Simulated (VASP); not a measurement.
# CdTe (F-43m) in VASP: further runs, part 2 of 2

VASP 6.6.1. The steps go on from the part before.

### Step 3. Single point, PBE

Contents of INCAR:

```
ALGO     = Normal         # electronic algorithm
EDIFF    = 1E-7           # SCF threshold, eV
ENCUT    = 520            # plane-wave cutoff, eV
GGA      = PE             # functional
ISIF     = 2              # what is computed and relaxed
ISMEAR   = 0              # smearing method
LASPH    = True           # aspherical terms in the spheres
LCHARG   = False          # write CHGCAR
LREAL    = False          # projectors in reciprocal space
LWAVE    = False          # write WAVECAR
NBANDS   = 16             # bands
NELM     = 80             # most SCF steps
PREC     = Accurate       # precision mode
SIGMA    = 0.022          # smearing width, eV
```

Contents of KPOINTS:

```
k-points
0
Gamma
  7 7 7
```

Contents of POSCAR:

```
CdTe
1.0
    0.0000000000      3.2050000000      3.2050000000
    3.2050000000      0.0000000000      3.2050000000
    3.2050000000      3.2050000000      0.0000000000
Te Cd
1 1
Direct
    0.7500000000      0.7500000000      0.7500000000
    0.0000000000      0.0000000000      0.0000000000
```

Potentials or basis: VASP PAW PBE potentials, release 64 (Te, Cd).

Launch:

```sh
$ cat potpaw_PBE.64/Te/POTCAR potpaw_PBE.64/Cd/POTCAR > POTCAR
$ mpirun -np 1 vasp_std > vasp.out
```

Run time: 39 s. Hardware: 1 thread of Intel Xeon 8259CL, shared host; peak memory 0.21 GiB.

The run converged. Its results:

| Property | Result |
| --- | --- |
| Free energy | -4.7253 eV |
| Pressure | 4.4 GPa |
| Band gap on the k mesh | 0.87 eV, direct |

Levels at points of the mesh, in eV from the valence-band top:
| k point | band 7 | band 8 | band 9 | band 10 | band 11 | band 12 |
| --- | --- | --- | --- | --- | --- | --- |
| (0.00, 0.00, 0.00) | 0.00 | 0.00 | 0.00 | 0.87 | 4.58 | 4.58 |

Caveat: spin-orbit coupling is left out, which moves the levels of the heavy elements.

### Step 4. Single point, PBE

Contents of INCAR:

```
ALGO = Normal
EDIFF = 1E-7
ENCUT = 520
GGA = PE
ISIF = 2
ISMEAR = 0
LASPH = T
LCHARG = T
LELF = T
LREAL = F
LVHAR = T
LWAVE = F
NBANDS = 16
NELM = 60
PREC = Accurate
SIGMA = 0.02
```

KPOINTS is that of step 3.

POSCAR is that of step 3.

Launch:

```sh
$ cat potpaw_PBE.64/Te/POTCAR potpaw_PBE.64/Cd/POTCAR > POTCAR
$ mpirun -np 1 vasp_std > vasp.out
```

Run time: 46 s. Hardware: 1 thread of Intel Xeon 8259CL, shared host; peak memory 0.21 GiB.

Results (log left out):

* Free energy: -4.7253 eV
* Pressure: 4.4 GPa
* Band gap on the k mesh: 0.87 eV, direct

Levels at points of the mesh, in eV from the valence-band top:
| k point | band 5 | band 6 | band 7 | band 8 | band 9 | band 10 | band 11 | band 12 | band 13 | band 14 |
| --- | --- | --- | --- | --- | --- | --- | --- | --- | --- | --- |
| (0.00, 0.00, 0.00) | -8.12 | -8.12 | 0.00 | 0.00 | 0.00 | 0.87 | 4.58 | 4.58 | 4.58 | 7.51 |

Caveat: spin-orbit coupling is left out, which moves the levels of the heavy elements.

### Step 5. Single point, PBE

This run uses another cell than the first one, of 36.22 Å³/atom, 1.100 times its volume.

Contents of INCAR:

```
ALGO     = Normal         # electronic algorithm
EDIFF    = 1E-6           # SCF threshold, eV
ENCUT    = 520            # plane-wave cutoff, eV
GGA      = PE             # functional
ISIF     = 2              # what is computed and relaxed
ISMEAR   = -1             # smearing method
LASPH    = T              # aspherical terms in the spheres
LCHARG   = F              # write CHGCAR
LREAL    = F              # projectors in reciprocal space
LWAVE    = F              # write WAVECAR
NBANDS   = 16             # bands
NELM     = 100            # most SCF steps
PREC     = Accurate       # precision mode
SIGMA    = 0.05           # smearing width, eV
```

KPOINTS is that of step 4.

Contents of POSCAR:

```
CdTe
1.0
    0.0000000000      3.3086439535      3.3086439535
    3.3086439535      0.0000000000      3.3086439535
    3.3086439535      3.3086439535      0.0000000000
Te Cd
1 1
Direct
    0.7500000000      0.7500000000      0.7500000000
    0.0000000000      0.0000000000      0.0000000000
```

Potentials or basis: VASP PAW PBE potentials, release 64 (Te, Cd).

Launch:

```sh
$ cat potpaw_PBE.64/Te/POTCAR potpaw_PBE.64/Cd/POTCAR > POTCAR
$ mpirun -np 1 vasp_std > vasp.out
```

OUTCAR:

```text
EDIFF = 1E-6
   ENCUT = 520
   GGA = PE
   ISIF = 2
   ISMEAR = -1
   LASPH = T
   LREAL = F
   NELM = 100
   PREC = Accurate

 ion  position               nearest neighbor table
   1  0.750  0.750  0.750-   2 2.87   2 2.87   2 2.87   2 2.87
   2  0.000  0.000  0.000-   1 2.87   1 2.87   1 2.87   1 2.87

  LATTYP: Found a face centered cubic cell.
 ALAT       =     6.6172879070

  Lattice vectors:
[... 557 lines left out ...]
     15      11.7820      0.00000
     16      13.4377      0.00000

------------------------ aborting loop because EDIFF is reached ----------------------------------------

  FORCE on cell =-STRESS in cart. coord.  units (eV):
  Direction    XX          YY          ZZ          XY          YZ          ZX
  --------------------------------------------------------------------------------------
  -------------------------------------------------------------------------------------
  Total        0.0604204      0.0604204      0.0604204     -0.0000000      0.0000000      0.0000000
  in kB        1.3363314      1.3363314      1.3363314     -0.0000000      0.0000000      0.0000000
  external PRESSURE =       1.3363314 kB  Pullay stress =       0.0000000 kB

 VOLUME and BASIS-vectors are now :
 -----------------------------------------------------------------------------
  energy-cutoff  :      520.00
  volume of cell :       72.44
      direct lattice vectors                 reciprocal lattice vectors
     0.000000000  3.308643953  3.308643953    -0.151119313  0.151119313  0.151119313
     3.308643953  0.000000000  3.308643953     0.151119313 -0.151119313  0.151119313
     3.308643953  3.308643953  0.000000000     0.151119313  0.151119313 -0.151119313

 POSITION                                       TOTAL-FORCE (eV/Angst)
 -----------------------------------------------------------------------------------
      4.96297      4.96297      4.96297        -0.000000     -0.000000      0.000000
      0.00000      0.00000      0.00000         0.000000      0.000000     -0.000000
 -----------------------------------------------------------------------------------
    total drift:                                0.000000      0.000000      0.000001

  FREE ENERGIE OF THE ION-ELECTRON SYSTEM (eV)
  ---------------------------------------------------
  free  energy   TOTEN  =        -4.8106901712 eV

  energy  without entropy=       -4.8106659529  energy(sigma->0) =       -4.81067806
```

It took 37 s on 1 thread of Intel Xeon 8259CL, shared host; peak memory 0.21 GiB.

Results:

```yaml
Free_energy: -4.8107 eV
Pressure: 0.1 GPa
Band_gap_on_the_k_mesh: 0.58 eV, direct
```

Levels at points of the mesh, in eV from the valence-band top:
```
           k point  band 6  band 7  band 8  band 9  band 10  band 11  band 12  band 13
(0.00, 0.00, 0.00)   -7.87    0.00    0.00    0.00     0.58     4.64     4.64     4.64
```

Caveat: spin-orbit coupling is left out, which moves the levels of the heavy elements.

### Step 6. Relaxation of cell and atoms, PBE

Contents of INCAR:

```
SYSTEM = CdTe
ALGO = Normal
EDIFF = 1E-6
EDIFFG = -0.005
ENCUT = 600
GGA = PE
IBRION = 2
ISIF = 3
ISMEAR = -1
LASPH = .TRUE.
LCHARG = .FALSE.
LREAL = .FALSE.
LWAVE = .FALSE.
NELM = 80
NSW = 80
PREC = Accurate
SIGMA = 0.05
```

Contents of KPOINTS:

```
k-points
0
G
  7 7 7
  0 0 0
```

Contents of POSCAR:

```
CdTe
1.0
    0.0000000000      3.2050000000      3.2050000000
    3.2050000000      0.0000000000      3.2050000000
    3.2050000000      3.2050000000      0.0000000000
Te Cd
1 1
Direct
    0.7500000000      0.7500000000      0.7500000000
    0.0000000000      0.0000000000      0.0000000000
```

Potentials or basis: VASP PAW PBE potentials, release 64 (Te, Cd).

Launch:

```sh
$ cat potpaw_PBE.64/Te/POTCAR potpaw_PBE.64/Cd/POTCAR > POTCAR
$ mpirun -np 1 vasp_std > vasp.out
```

Wall time 85 s (1 thread of Intel Xeon 8259CL, shared host); peak memory 0.22 GiB.

It converged, with:

| Item | Value |
| --- | --- |
| Free energy | -4.8091 eV |
| Relaxed volume | 36.30 Å³/atom |
| Relaxed cell | a = 4.683 Å, b = 4.683 Å, c = 4.683 Å, α = 60.00°, β = 60.00°, γ = 60.00° |
| Space group after relaxing (to 0.05 Å) | F-43m (No. 216) |
| Energy gained by relaxing | 42.0 meV/atom |
| Ionic steps | 3 |
| Pressure after relaxing | 0.0 GPa |
| Band gap on the k mesh | 0.58 eV, direct |

The path:
```
step  energy change (eV)  largest force (eV/Å)  pressure (GPa)  volume (Å³)
   1              0.0000                0.0000            4.36        65.84
   2             -0.0778                0.0000           -0.93        74.75
   3             -0.0841                0.0000            0.02        72.61
```

Final structure:
```
Te Cd
1.0
     0.00000    3.31122    3.31122
     3.31122    0.00000    3.31122
     3.31122    3.31122    0.00000
Te Cd
1 1
Direct
  0.75000 0.75000 0.75000
  0.00000 0.00000 0.00000
```

Levels at points of the mesh, in eV from the valence-band top:
```csv
k point,band 5,band 6,band 7,band 8,band 9,band 10,band 11,band 12,band 13
"(0.00, 0.00, 0.00)",-7.87,-7.87,0.00,0.00,0.00,0.58,4.64,4.64,4.64
```

Caveat: spin-orbit coupling is left out, which moves the levels of the heavy elements; the volume moved by +10 % from the deposited cell, more than functionals usually miss. Zero-point motion and thermal expansion aren't in these numbers.

### Step 7. Overview

| task | cell | cutoff (eV) | smearing | gap on the mesh (eV) | pressure (GPa) |
| --- | --- | --- | --- | --- | --- |
| single point | a = 4.533 Å, angles 60.0°, 2 atoms | 520 | gaussian 0.019 eV | 0.87 | 4.4 |
| single point | a = 4.533 Å, angles 60.0°, 2 atoms | 520 | gaussian 0.022 eV | 0.87 | 4.4 |
| single point | a = 4.533 Å, angles 60.0°, 2 atoms | 520 | gaussian 0.02 eV | 0.87 | 4.4 |
| single point | a = 4.679 Å, angles 60.0°, 2 atoms | 520 | fermi-dirac 0.05 eV | 0.58 | 0.1 |
| relaxation of cell and atoms | relaxed from a = 4.533 Å, angles 60.0°, 2 atoms | 600 | fermi-dirac 0.05 eV | 0.58 | 0.0 |

Alike in all rows: level PBE; potentials or basis VASP PAW PBE potentials, release 64 (Te, Cd); no spin polarisation; k mesh 7 × 7 × 7.

On the cell as given the gap runs from 0.87 eV (PBE) to 0.87 eV (PBE).

Caveats: spin-orbit coupling is left out, which moves the levels of the heavy elements; the volume moved by +10 % from the deposited cell, more than functionals usually miss (some runs).

Total energies depend on the potentials used, so only differences within one code and one set of settings carry meaning.

### Step 8. Against experiment

Step 5. Measured gap of CdTe: 1.607 eV (0 K; a printed reference work, data compilation). This calculation gives 0.58 eV (-1.02 eV). So large a miss can be the level of theory's own, or it may mean another phase, state or a wrong row. Spin-orbit coupling on Cd, Te is left out. The value is that of PBE, without temperature or zero-point motion. Semilocal functionals fall short of measured gaps as a rule.
